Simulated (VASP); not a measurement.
# Li15O8 (a cell with a defect) in VASP: a series of runs

Runs on Li15O8 (a cell with a defect). Level: r2SCAN. Tasks: single point.

Everything below comes from runs of VASP 6.6.1. Logs are shortened: lines on timing, memory, paths and dates and some standing lists are left out, and cuts for length are marked.

## 1. Starting point

The cell holds a defect, 23 atoms: a = 6.609 Å, b = 6.609 Å, c = 6.609 Å, α = 60.00°, β = 60.00°, γ = 60.00°.

## 2. Single point, r2SCAN

Input file POSCAR:

```
Li15O8
1.0
    0.0000000000      4.6732700000      4.6732700000
    4.6732700000      0.0000000000      4.6732700000
    4.6732700000      4.6732700000      0.0000000000
Li O
15 8
Direct
    0.1274054356      0.1306151795      0.1364783118
    0.3605933319      0.3718916305      0.3849873857
    0.1716785035      0.1086605311      0.6226689235
    0.4020097277      0.3563029741      0.8874727974
    0.0987424223      0.6325442356      0.1260894406
    0.3637495801      0.9079937603      0.3644985203
    0.1313962172      0.6188493282      0.6321162698
    0.3822591034      0.8822302157      0.8710389085
    0.8700866845      0.3586032906      0.3803439562
    0.6178329093      0.1328192037      0.6260070572
    0.8816738601      0.3348404864      0.9097484203
    0.6266490059      0.6167201981      0.1281115793
    0.8588739790      0.9190887751      0.3538314713
    0.6589176316      0.6267559974      0.6372411609
    0.8665238687      0.8850333920      0.8861888998
    0.0209917253     -0.0034237269      0.0042582603
    0.0207242466      0.0136628100      0.4934125355
   -0.0125607979      0.4892719659     -0.0050713954
    0.0022789182      0.4740256822      0.4961729153
    0.4978205839     -0.0051248911     -0.0102818797
    0.5178065894     -0.0073075170      0.4945466451
    0.4857840441      0.5346791433     -0.0113410952
    0.4811406146      0.5165761876      0.4852704851
```

Input file INCAR.step1:

```
SYSTEM = Li15O8
ALGO = Normal
EDIFF = 1E-4
ENCUT = 520
GGA = PE
ISMEAR = -1
LASPH = .True.
LCHARG = .False.
LREAL = Auto
LWAVE = .True.
NBANDS = 64
NELM = 100
PREC = Accurate
SIGMA = 0.05
```

Input file INCAR.step2:

```
SYSTEM = Li15O8
ALGO = Normal
EDIFF = 1E-7
ENCUT = 520
ISIF = 2
ISMEAR = -1
ISTART = 1
LASPH = .True.
LCHARG = .True.
LELF = .True.
LMIXTAU = .True.
LREAL = Auto
LVHAR = .True.
LWAVE = .False.
METAGGA = R2SCAN
NBANDS = 64
NELM = 100
PREC = Accurate
SIGMA = 0.05
```

Input file KPOINTS:

```
k-points
0
Gamma
  2 2 2
  0 0 0
```

Potentials or basis: VASP PAW PBE potentials, release 64 (Li_sv, O).

Command:

```bash
$ cat potpaw_PBE.64/Li_sv/POTCAR potpaw_PBE.64/O/POTCAR > POTCAR
$ cp INCAR.step1 INCAR
$ mpirun -np 1 vasp_std > vasp.out
$ cp INCAR.step2 INCAR
$ mpirun -np 1 vasp_std > vasp.out
```

OUTCAR:

```text
SYSTEM = Li15O8
   EDIFF = 1E-7
   ENCUT = 520
   ISIF = 2
   ISMEAR = -1
   ISTART = 1
   LASPH = .True.
   LREAL = Auto
   METAGGA = R2SCAN
   NELM = 100
   PREC = Accurate

 ion  position               nearest neighbor table
   1  0.127  0.131  0.136-  17 1.93  18 1.95  20 2.01  16 2.01   6 2.17   9 2.21  11 2.22  13 2.26
                             4 2.34   8 2.40
   2  0.361  0.372  0.385-  19 1.94  23 1.98  21 2.05   3 2.13  22 2.15   7 2.31  10 2.33  12 2.39
                             5 2.43
   3  0.172  0.109  0.623-  21 1.87  19 2.00  17 2.03  16 2.06   2 2.13   8 2.15   6 2.17  11 2.42
                            15 2.49   9 2.55
   4  0.402  0.356  0.887-  20 1.97  22 1.99  23 2.19  18 2.25  10 2.28   1 2.34   5 2.43   7 2.46
                            14 2.47
   5  0.099  0.633  0.126-  16 1.99  19 2.01  18 2.08  22 2.10  15 2.21   9 2.35  13 2.41   4 2.43
                             2 2.43   8 2.50
   6  0.364  0.908  0.364-  17 1.85  21 2.00  20 2.04  23 2.12   3 2.17   1 2.17   7 2.44  12 2.47

   7  0.131  0.619  0.632-  23 1.90  18 1.97  17 2.13  19 2.21   2 2.31  15 2.43   6 2.44   4 2.46
                            11 2.50  13 2.58
   8  0.382  0.882  0.871-  20 1.87  22 1.88  16 1.95  21 2.03   3 2.15  10 2.27  14 2.30  12 2.35
                             1 2.40   5 2.50
   9  0.870  0.359  0.380-  17 1.88  19 1.96  18 2.08  23 2.11   1 2.21  10 2.24  12 2.32   5 2.35
                            14 2.48   3 2.55
  10  0.618  0.133  0.626-  20 1.97  21 2.01  23 2.07  17 2.18   9 2.24   8 2.27   4 2.28  13 2.28
                             2 2.33  15 2.38
  11  0.882  0.335  0.910-  16 1.83  18 1.88  22 2.18   1 2.22  19 2.23  14 2.34  12 2.35   3 2.42
                             7 2.50
  12  0.627  0.617  0.128-  23 1.93  18 1.95  22 1.97  20 2.04   9 2.32   8 2.35  11 2.35  15 2.38
                             2 2.39   6 2.47
  13  0.859  0.919  0.354-  21 1.86  16 1.91  17 2.15   1 2.26  10 2.28  14 2.33   5 2.41   7 2.58

  14  0.659  0.627  0.637-  19 1.89  22 1.92  21 1.99   8 2.30  13 2.33  11 2.34   4 2.47   9 2.48

  15  0.867  0.885  0.886-  20 2.00  16 2.08  17 2.12  18 2.14   5 2.21  12 2.38  10 2.38   7 2.43
                             3 2.49
  16  0.021  0.997  0.004-  11 1.83  13 1.91   8 1.95   5 1.99   1 2.01   3 2.06  15 2.08
  17  0.021  0.014  0.493-   6 1.85   9 1.88   1 1.93   3 2.03  15 2.12   7 2.13  13 2.15  10 2.18

  18  0.987  0.489  0.995-  11 1.88  12 1.95   1 1.95   7 1.97   9 2.08   5 2.08  15 2.14   4 2.25

  19  0.002  0.474  0.496-  14 1.89   2 1.94   9 1.96   3 2.00   5 2.01   7 2.21  11 2.23
  20  0.498  0.995  0.990-   8 1.87  10 1.97   4 1.97  15 2.00   1 2.01   6 2.04  12 2.04
  21  0.518  0.993  0.495-  13 1.86   3 1.87  14 1.99   6 2.00  10 2.01   8 2.03   2 2.05
  22  0.486  0.535  0.989-   8 1.88  14 1.92  12 1.97   4 1.99   5 2.10   2 2.15  11 2.18
  23  0.481  0.517  0.485-   7 1.90  12 1.93   2 1.98  10 2.07   9 2.11   6 2.12   4 2.19

  LATTYP: Found a face centered cubic cell.
 ALAT       =     9.3465400000

  Lattice vectors:

 A1 = (   0.0000000000,   4.6732700000,   4.6732700000)
 A2 = (   4.6732700000,   0.0000000000,   4.6732700000)
 A3 = (   4.6732700000,   4.6732700000,   0.0000000000)

Analysis of symmetry for initial positions (statically):
=====================================================================
 Subroutine PRICEL returns:
 Original cell was already a primitive cell.

 Routine SETGRP: Setting up the symmetry group for a
 face centered cubic supercell.

 Subroutine GETGRP returns: Found  1 space group operations
 (whereof  1 operations were pure point group operations)
 out of a pool of 48 trial point group operations.

The static configuration has the point symmetry C_1 .

Analysis of symmetry for dynamics (positions and initial velocities):
=====================================================================
 Subroutine PRICEL returns:
 Original cell was already a primitive cell.

 Routine SETGRP: Setting up the symmetry group for a
 face centered cubic supercell.

 Subroutine GETGRP returns: Found  1 space group operations
 (whereof  1 operations were pure point group operations)
 out of a pool of 48 trial point group operations.

The dynamic configuration has the point symmetry C_1 .

 Subroutine INISYM returns: Found  1 space group operations
 (whereof  1 operations are pure point group operations),
 and found     1 'primitive' translations

----------------------------------------------------------------------------------------

                                     Primitive cell

  volume of cell :     204.1233

  direct lattice vectors                    reciprocal lattice vectors
     0.000000000  4.673270000  4.673270000    -0.106991464  0.106991464  0.106991464
     4.673270000  0.000000000  4.673270000     0.106991464 -0.106991464  0.106991464
     4.673270000  4.673270000  0.000000000     0.106991464  0.106991464 -0.106991464

  length of vectors
     6.609001815  6.609001815  6.609001815     0.185314652  0.185314652  0.185314652

  position of ions in fractional coordinates (direct lattice)
     0.127405436  0.130615179  0.136478312
     0.360593332  0.371891631  0.384987386
     0.171678503  0.108660531  0.622668924
     0.402009728  0.356302974  0.887472797
     0.098742422  0.632544236  0.126089441
     0.363749580  0.907993760  0.364498520
[... 15 lines left out ...]
     0.485784044  0.534679143  0.988658905
     0.481140615  0.516576188  0.485270485

  ion indices of the primitive-cell ions
   primitive index   ion index
                 1           1
                 2           2
                 3           3
                 4           4
                 5           5
                 6           6
[... 15 lines left out ...]
                22          22
                23          23

----------------------------------------------------------------------------------------

 KPOINTS: k-points

Automatic generation of k-mesh.
 Grid dimensions read from file:
 generate k-points for:    2    2    2

 Generating k-lattice:

  Cartesian coordinates                     Fractional coordinates (reciprocal lattice)
    -0.053495732  0.053495732  0.053495732     0.500000000  0.000000000  0.000000000
     0.053495732 -0.053495732  0.053495732     0.000000000  0.500000000  0.000000000
     0.053495732  0.053495732 -0.053495732     0.000000000  0.000000000  0.500000000

  Length of vectors
     0.092657326  0.092657326  0.092657326

  Shift w.r.t. Gamma in fractional coordinates (k-lattice)
     0.000000000  0.000000000  0.000000000

 Subroutine IBZKPT returns following result:
 ===========================================

 Found      8 irreducible k-points:

 Following reciprocal coordinates:
            Coordinates               Weight
  0.000000  0.000000  0.000000      1.000000
  0.500000  0.000000  0.000000      1.000000
  0.000000  0.500000  0.000000      1.000000
  0.000000  0.000000  0.500000      1.000000
  0.500000  0.500000  0.500000      1.000000
  0.500000  0.500000  0.000000      1.000000
  0.000000  0.500000  0.500000      1.000000
  0.500000  0.000000  0.500000      1.000000
   k-points           NKPTS =      8   k-points in BZ     NKDIM =      8   number of bands    NBANDS=     64
   number of dos      NEDOS =    301   number of ions     NIONS =     23
   total plane-waves  NPLWV = 125000
   dimension x,y,z NGX =    50 NGY =   50 NGZ =   50
   dimension x,y,z NGXF=   100 NGYF=  100 NGZF=  100
   ions per type =              15   8
   NGX,Y,Z   is equivalent  to a cutoff of  12.58, 12.58, 12.58 a.u.
   NGXF,Y,Z  is equivalent  to a cutoff of  25.15, 25.15, 25.15 a.u.
 SYSTEM =  Li15O8
   PREC   = accura    normal or accurate (medium, high low for compatibility)
   ISTART =      1    job   : 0-new  1-cont  2-samecut
   ICHARG =      0    charge: 1-file 2-atom 10-const
   ISPIN  =      1    spin polarized calculation?
   LNONCOLLINEAR =      F non collinear calculations
   LSORBIT =      F    spin-orbit coupling
   LASPH  =      T    aspherical Exc in radial PAW
   ENCUT  =  520.0 eV  38.22 Ry    6.18 a.u.  12.29 12.29 12.29*2*pi/ulx,y,z
   NELM   =    100;   NELMIN=  2; NELMDL=  0     # of ELM steps
   EDIFF  = 0.1E-06   stopping-criterion for ELM
   LREAL  =      T    real-space projection
   EDIFFG = 0.1E-05   stopping-criterion for IOM
   NSW    =      0    number of steps for IOM
   IBRION =     -1    ionic relax: 0-MD 1-quasi-New 2-CG
   NFREE  =      0    steps in history (QN), initial steepest desc. (CG)
   ISIF   =      2    stress and relaxation
   ISYM   =      2    0-nonsym 1-usesym 2-fastsym
   POTIM  = 0.5000    time-step for ionic-motion
   TEBEG  =    0.0;   TEEND  =   0.0 temperature during run
   PSTRESS=    0.0 pullay stress
   NELECT =      93.0000    total number of electrons
   NUPDOWN=      -1.0000    fix difference up-down
   EMIN   =  10.00;   EMAX   =-10.00  energy-range for DOS
   EFERMI =   0.00;   METHOD = LEGACY
   ISMEAR =    -1;   SIGMA  =   0.05  broadening in eV -4-tet -1-fermi 0-gaus
   EFERMI_NEDOS =   21; number of points for ismear=-14 and -15
   IALGO  =     38    algorithm
   IMIX   =      4    mixing-type and parameters
     AMIX     =   0.40;   BMIX     =  1.00
     AMIX_MAG =   1.60;   BMIX_MAG =  1.00
  volume/ion in A,a.u.               =       8.87        59.89
  Fermi-wavevector in a.u.,A,eV,Ry     =   1.259713  2.380512 21.590770  1.586877
  Thomas-Fermi vector in A             =   2.393259
   LORBIT       =      0    0 simple, 1 ext, 2 COOP (PROOUT), +10 PAW based schemes
   METAGGA = R2SCAN    functional components
   LHFCALC =     F    Hartree Fock is set to
   AEXX    =    0.0000 exact exchange contribution
   IVDW    =     0    specifies the selected vdW correction
   LEPSILON=     F    determine dielectric tensor
   LRPA    =     F    only Hartree local field effects (RPA)
 non-spin polarized calculation
  energy-cutoff  :      520.00
  volume of cell :      204.12
 maximum number of plane-waves:      5577
 NGX is ok and might be reduce to    50
   NGX = 25   NGY = 25   NGZ = 25

 number of electron      92.9999996 magnetization

 Free energy of the ion-electron system (eV)
  ---------------------------------------------------
  ext. energy  EPLUGINS =         0.00000000
  ---------------------------------------------------
  free energy    TOTEN  =      -126.82284465 eV

  energy without entropy =     -126.73515595  energy(sigma->0) =     -126.77900030

 E-fermi :   0.4021     XC(G=0):  -9.9068

 val. band max:        0.3863449903   @ k =   0.0000   0.0000   0.0000
 cond. band min:       0.4589628250   @ k =   0.0000   0.0000   0.0000
 fundamental gap:      0.0726178347
 Fermi energy:         0.4021424146

 k-point     1 :       0.0000    0.0000    0.0000
  band No.  band energies     occupation
      1     -44.2609      2.00000
      2     -44.1451      2.00000
      3     -44.0156      2.00000
      4     -43.9120      2.00000
      5     -43.8746      2.00000
      6     -43.8670      2.00000
[... 477 lines left out ...]
     57      11.4131      0.00000
     58      11.6965      0.00000
 [bands above 58 left out]

------------------------ aborting loop because EDIFF is reached ----------------------------------------

  FORCE on cell =-STRESS in cart. coord.  units (eV):
  Direction    XX          YY          ZZ          XY          YZ          ZX
  --------------------------------------------------------------------------------------
  -------------------------------------------------------------------------------------
  Total       -3.8943510     -5.0090671     -4.3914588     -0.6628612     -0.1057111      0.4489656
  in kB      -30.5670168    -39.3164967    -34.4688485     -5.2028409     -0.8297333      3.5239607
  external PRESSURE =     -34.7841207 kB  Pullay stress =       0.0000000 kB

 VOLUME and BASIS-vectors are now :
 -----------------------------------------------------------------------------
  energy-cutoff  :      520.00
  volume of cell :      204.12
      direct lattice vectors                 reciprocal lattice vectors
     0.000000000  4.673270000  4.673270000    -0.106991464  0.106991464  0.106991464
     4.673270000  0.000000000  4.673270000     0.106991464 -0.106991464  0.106991464
     4.673270000  4.673270000  0.000000000     0.106991464  0.106991464 -0.106991464

 POSITION                                       TOTAL-FORCE (eV/Angst)
 -----------------------------------------------------------------------------------
      1.24820      1.23320      1.20580        -0.696094     -0.127025      0.224991
      3.53710      3.48430      3.42310        -0.706117     -0.449711      0.689352
      3.41770      3.71220      1.31010         0.486499     -0.831028     -0.866515
      5.81250      6.02610      3.54380         0.254751      0.140497      0.202038
      3.54530      1.05070      3.41750        -0.070844      0.602936      0.309513
      5.94670      3.40330      5.94320        -1.001365      0.834922      0.512760
[... 15 lines left out ...]
      7.11897      6.89047      4.76890        -0.330642      0.196240     -0.395171
      4.68190      4.51630      4.66260        -0.368875      1.115247     -0.290221
 -----------------------------------------------------------------------------------
    total drift:                               -0.160098     -0.004089      0.105518

  FREE ENERGIE OF THE ION-ELECTRON SYSTEM (eV)
  ---------------------------------------------------
  free  energy   TOTEN  =      -126.8228446532 eV

  energy  without entropy=     -126.7351559483  energy(sigma->0) =     -126.77900030
```

Run time: 20 min. Hardware: 1 thread of Intel Xeon Platinum 8259CL at 2.50GHz (Skylake/Cascade Lake), shared host; peak memory 0.38 GiB.

Results:

```yaml
Free_energy: -126.8228 eV
Largest_force: 1.401 eV/Å
Band_gap_on_the_k_mesh: none (metal or under the smearing width)
```

Forces on the atoms (eV/Å):
```
Li  -0.696 -0.127  0.225
Li  -0.706 -0.450  0.689
Li   0.486 -0.831 -0.867
Li   0.255  0.140  0.202
Li  -0.071  0.603  0.310
Li  -1.001  0.835  0.513
Li   0.110 -0.260 -0.036
Li   0.107  0.188 -0.386
Li   0.595  0.063  0.409
Li  -0.083  0.074 -0.073
Li  -0.033 -0.852 -0.268
Li   0.302 -0.531  0.024
Li  -0.432 -0.109 -0.046
Li  -0.190 -0.673 -0.218
Li   0.341 -0.333  0.192
O   -0.697  0.126 -0.137
O    0.099 -0.402 -1.190
O    0.692  0.655  0.609
O    0.452  0.291  0.512
O    0.127 -0.157  0.392
O    1.045  0.437 -0.172
O   -0.331  0.196 -0.395
O   -0.369  1.115 -0.290
```

Caveat: the k mesh is coarse (spacing up to 0.58 Å⁻¹), so the values aren't converged; the cutoff is under 1.25 times the usual one of these potentials, so pressure, stress and relaxed cells hold a basis-set (Pulay) error; the PAW data sets were made with another functional, which shifts forces and pressure a little; an odd number of electrons without spin polarisation forces a metal; a magnetic or distorted state may lie lower.

[end of part 1 of 2]
